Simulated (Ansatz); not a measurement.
The system is TaN.

```xyz
2
Lattice="0.0000 2.4911 2.4911 2.4911 0.0000 2.4911 2.4911 2.4911 0.0000" Properties=species:S:1:pos:R:3 pbc="T T T"
Ta    0.0000    0.0000    0.0000
N     1.2456    1.2456    1.2456
```

The cell comes from a database or a generator and needn't be the stable form of this composition.

Base run:

* Program: Ansatz 0.2.0
* Functional: PBE
* Potentials or basis: Ansatz PAW
* Cutoff: 420 eV
* Density cutoff: 1680 eV
* k mesh: 9 × 9 × 9
* Occupations: fermi-dirac, width 0.05 eV
* Spin: no spin polarisation

Its results: band gap on the k mesh none (metal or under the smearing width); pressure -25.5 GPa.

Q: The run is repeated on the same cell with these changes: k mesh from 9 × 9 × 9 to 4 × 4 × 4. What comes out?

A: Band gap on the k mesh none (metal or under the smearing width); pressure -25.0 GPa.

Caveats: some runs use coarse meshes; so large a pressure means that the cell lies far from this level's equilibrium, or that cutoff or potentials fall short.

Not every run made on this cell is shown here.
